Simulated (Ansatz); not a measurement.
# Cr: a trial structure relaxed

Where does Cr go from the start given, simple hexagonal type (P6/mmm, No. 191)?

Program: Ansatz 0.2.0. Level of theory: DFT r2SCAN, scalar-relativistic, plane waves, PAW. These are calculated values, not measurements.

## Step 1: Starting point

Symmetry: P6/mmm, No. 191, hexagonal system. The conventional cell has a = 2.542 Å, b = 2.542 Å, c = 2.376 Å, α = 90.00°, β = 90.00°, γ = 120.00°. Cr (site symmetry 6/mmm) is surrounded by 8 Cr at 2.38 to 2.54 Å.

Coordinates:

```
Cr
1.0
     2.54246    0.00000    0.00000
    -1.27123    2.20183    0.00000
     0.00000    0.00000    2.37561
Cr
1
Direct
  0.00000 0.00000 0.00000
```

(A quick probe on a coarse mesh, which set the mesh and smearing, is not shown.)

## Step 3: Rough relaxation on the coarse mesh

input.yaml

```yaml
crystal:
  lattice:
    - [2.5424558388, 0.0, 0.0]
    - [-1.2712279194, 2.2018313444, 0.0]
    - [0.0, 0.0, 2.3756071744]
  atoms:
    - { symbol: Cr, position: [0.0, 0.0, 0.0] }
basis:
  ecutwfc: 500
kpoints:
  mp_grid: { grid: [9, 9, 8] }
hamiltonian:
  xc: r2scan
scf:
  occupations: { method: gaussian, width: 0.1 }
  lower_state_search: "off"
output:
  forces: true
  stress: true
  eigenvalues: true
relax:
  adjacent_minimum: "off"
  f_tol: 0.04
  max_steps: 70
  cell: { stress_tol: 0.4 }
```

Further runs follow: full relaxation.

Q: Predict the outcome of this session.

**Answer**, as computed:

| quantity | value |
| --- | --- |
| cell | a = 2.480 Å, b = 2.480 Å, c = 2.254 Å, α = 90.00°, β = 90.00°, γ = 120.00° |
| space group | P6/mmm (No. 191) |
| volume | 12.00 Å³/atom |
| gap on the mesh | none (metal) |

The space group stayed P6/mmm, and from the first guess the volume went from 13.30 to 12.00 Å³/atom. A spin-polarised run here lost its starting moments, which speaks against magnetism, though one start doesn't rule it out.
